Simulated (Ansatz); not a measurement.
## Calculated 17O NMR of the central transition for SnO2

Cell: a computed structure from the Materials Project (it need not be an observed phase), taken as it stands.

```xyz
12
Lattice="-3.2489 3.4145 3.4140 3.2489 -3.4145 3.4140 3.2489 3.4145 -3.4140" Properties=species:S:1:pos:R:3 pbc="T T T"
Sn    0.0000    5.1217    1.6824
Sn    3.2489   -1.7072    1.7316
Sn    1.6244    1.7072    1.7070
Sn   -1.6244    1.7072    1.7070
O     1.6421    1.7072   -0.3858
O     3.2489    3.0287    1.7347
O     4.8557    1.7072   -0.3858
O     3.2489    0.3858    1.7347
O     0.0000    3.0287    1.6793
O     0.0000    0.3858    1.6793
O    -1.6068    1.7072    3.7998
O     1.6068    1.7072    3.7998
```

Atoms are numbered from 1 in the order listed; like atoms form one site, named after its first atom.

Computed with Ansatz: DFT, PBE, plane waves and PAW, scalar-relativistic, 420 eV cutoff, Γ-centred 5×5×5 k-points, Fermi–Dirac smearing 0.02 eV.

17O has I = 5/2 and Q = -25.58 mb (Pyykkö 2018); at 21.1 T its Larmor frequency is ν₀ = 121.8 MHz. Only the quadrupole interaction is simulated: positions count from each site's isotropic chemical shift, and J coupling is left out, as are shift anisotropy and dipolar coupling, which fast spinning averages.

Question: Simulate the second-order pattern (fast magic-angle spinning, Gaussian broadening 0.1 kHz) of site O (3 Sn at 2.09–2.10 Å).

Answer: The calculation gives C_Q = 6.99 MHz and η = 0.13, so ν_Q = 1.05 MHz and the centre of gravity lies at -19.9 ppm (-2.42 kHz).

offset (kHz), height and a bar:
```
   -6.297          0 
   -6.104          1 
   -5.911          6 ##
   -5.718          6 ##
   -5.525          6 ##
   -5.332          6 ##
   -5.140          6 ##
   -4.947          7 ##
   -4.754          7 ##
   -4.561          7 ##
   -4.368          7 ##
   -4.175          8 ##
   -3.982         29 #########
   -3.790         57 #################
   -3.597         85 #########################
   -3.404         62 ##################
   -3.211         51 ###############
   -3.018         46 ##############
   -2.825         44 #############
   -2.633         43 #############
   -2.440         43 #############
   -2.247         43 #############
   -2.054         45 #############
   -1.861         47 ##############
   -1.668         51 ###############
   -1.475         58 #################
   -1.283         72 ######################
   -1.090        100 ##############################
   -0.897         72 ######################
   -0.704         47 ##############
   -0.511          1 
   -0.318          0
```

At O V_zz stands upright on the plane through its three neighbours (within 1°).

Without spin–orbit coupling (the program notes it for Sn) the gradients can shift somewhat, as the gap is small.
